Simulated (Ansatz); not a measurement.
**Wurtzite alloy of GaP and InP (3 of 48 Ga sites exchanged), 96 atoms**

Ansatz, PAW, plane waves. PBEsol relaxation of cell lengths and atoms (angles held) at the single k point (¼, ¼, ¼) without its symmetry partners; single points on the relaxed atoms at the Γ point alone, onto which points of the small cell's zone fold. Arrangement: quasirandom. No spin–orbit coupling unless named.

Relaxed structure:

```
Ga In P
1.0
    11.54661    0.00000    0.00000
     0.00000   13.34852    0.00000
     0.00000    0.00000   12.70463
Ga In P
45 3 48
Direct
  0.00256 0.16714 0.00036
  0.00250 0.17007 0.50010
  0.33232 0.16600 0.99996
  0.33461 0.16563 0.50004
  0.16748 0.41443 0.99981
  0.17035 0.41377 0.50011
  0.00200 0.66533 0.00105
  0.66418 0.16896 0.50087
  0.49867 0.41942 0.99991
  0.49771 0.41749 0.50031
  0.33255 0.66675 0.00014
  0.33458 0.66698 0.50016
  0.16853 0.91814 0.00007
  0.16972 0.91949 0.50028
  0.83460 0.41844 0.00008
  0.83238 0.41503 0.50016
  0.66581 0.66602 0.00009
  0.66307 0.66362 0.50042
  0.49760 0.91390 0.00005
  0.49851 0.91431 0.50027
  0.83466 0.91472 0.00104
  0.16678 0.08389 0.25016
  0.16657 0.08370 0.74984
  0.00014 0.33357 0.25026
  0.99997 0.33331 0.75001
  0.49832 0.08210 0.25288
  0.49828 0.08204 0.74745
  0.33348 0.33269 0.24972
  0.33318 0.33289 0.75023
  0.16839 0.58187 0.24768
  0.16791 0.58196 0.75273
  0.00160 0.83402 0.24487
  0.00162 0.83368 0.75597
  0.83415 0.08465 0.25066
  0.83451 0.08394 0.75029
  0.66568 0.33497 0.25282
  0.66608 0.33519 0.74737
  0.49902 0.58330 0.24997
  0.49903 0.58364 0.74981
  0.33289 0.83343 0.25045
  0.33262 0.83312 0.74954
  0.83155 0.58214 0.24780
  0.83192 0.58267 0.75276
  0.66478 0.83207 0.24761
  0.66497 0.83203 0.75309
  0.00196 0.66395 0.50057
  0.66557 0.16729 0.99994
  0.83227 0.91804 0.50060
  0.00071 0.16722 0.18674
  0.00063 0.16717 0.68637
  0.33394 0.16626 0.18680
  0.33289 0.16681 0.68613
  0.16711 0.41529 0.18603
  0.16706 0.41630 0.68699
  0.00028 0.66543 0.18769
  0.00030 0.66659 0.69790
  0.66523 0.16730 0.19700
  0.66649 0.16677 0.68820
  0.49970 0.41691 0.18675
  0.49858 0.41734 0.68639
  0.33370 0.66738 0.18629
  0.33254 0.66662 0.68681
  0.16852 0.91803 0.18570
  0.16616 0.91695 0.68723
  0.83307 0.41543 0.18655
  0.83422 0.41723 0.68650
  0.66562 0.66577 0.18578
  0.66665 0.66626 0.68733
  0.49905 0.91680 0.18649
  0.50023 0.91513 0.68646
  0.83245 0.91731 0.18785
  0.83345 0.91545 0.69763
  0.16743 0.08508 0.43678
  0.16671 0.08390 0.93639
  0.00113 0.33554 0.43686
  0.99962 0.33318 0.93669
  0.50001 0.08085 0.43910
  0.49062 0.07735 0.93282
  0.33501 0.33045 0.43630
  0.33437 0.33233 0.93692
  0.17763 0.57652 0.43295
  0.16770 0.58090 0.93884
  0.00985 0.83773 0.42914
  0.00247 0.83227 0.94152
  0.83337 0.09457 0.43565
  0.84259 0.07910 0.93531
  0.66382 0.33467 0.43903
  0.66619 0.34352 0.93284
  0.49778 0.58243 0.43661
  0.49838 0.58491 0.93639
  0.33236 0.83316 0.43708
  0.33160 0.83183 0.93606
  0.82390 0.57843 0.43331
  0.83365 0.58452 0.93884
  0.65785 0.82721 0.43313
  0.66595 0.83273 0.93917
```

(1) What are the mean bond lengths by pair (pairs within 1.2 times the sum of covalent radii, less contacts 15 % beyond the pair's median; cation–cation pairs of compounds aside; long ionic contacts are cut short by that bound)?

(2) What gap lies between the top filled and the lowest empty level in the single points?

Answers

(1) Ga–P 2.358 ± 0.009 Å (standard deviation, 180 bonds); In–P 2.499 ± 0.006 Å (standard deviation, 12 bonds).

(2) HSE06 2.18 eV (69 s on NVIDIA GB300); r²SCAN 1.71 eV (8.1 s on NVIDIA GB300).
